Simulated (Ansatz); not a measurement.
## Ionic part of the dielectric constant of SiO2, mode by mode

Computed with DFT PBE+D3(BJ), scalar-relativistic, plane waves, PAW (Ansatz). Cutoff 420 eV, 10×10×4 k-points (Γ-centred), fixed occupations. No spin polarisation. Phonons by linear response, acoustic sum rule imposed.

The crystal takes space group R-3m (No. 166, trigonal). Conventional cell: a = 2.687 Å, b = 2.687 Å, c = 27.531 Å, α = 90.00°, β = 90.00°, γ = 120.00°. Si (site symmetry 3m) has 6 O at 1.80 Å as nearest neighbours. Around O (site symmetry 3m) lie 3 Si at 1.80 Å. O (site symmetry 3m) is surrounded by 3 Si at 1.80 Å.

It was reached by relaxing an invented guess, and it needn't be the stable form of this composition. Modes under 40 cm⁻¹ are poorly fixed.

The primitive cell has V = 57.38 Å³ and ε∞,yy = 3.236. Each polar mode adds Δε = (4.92064×10⁷/V)·S/ν² along y, with S its oscillator strength in e²/amu, ν in cm⁻¹ and V in Å³.

Problem. From these modes, find each Δε and ε0,yy.
```tsv
ν (cm⁻¹)	S_yy (e²/amu)
536.99	0.00013
537.02	0.00026
555.81	0.773
555.93	1.383
```

Solution.
```tsv
ν (cm⁻¹)	Δε
536.99	0.00
537.02	0.00
555.81	2.15
555.93	3.84
```

The sum is 5.99, so ε0,yy = 9.23; the run's tensor has 9.22.
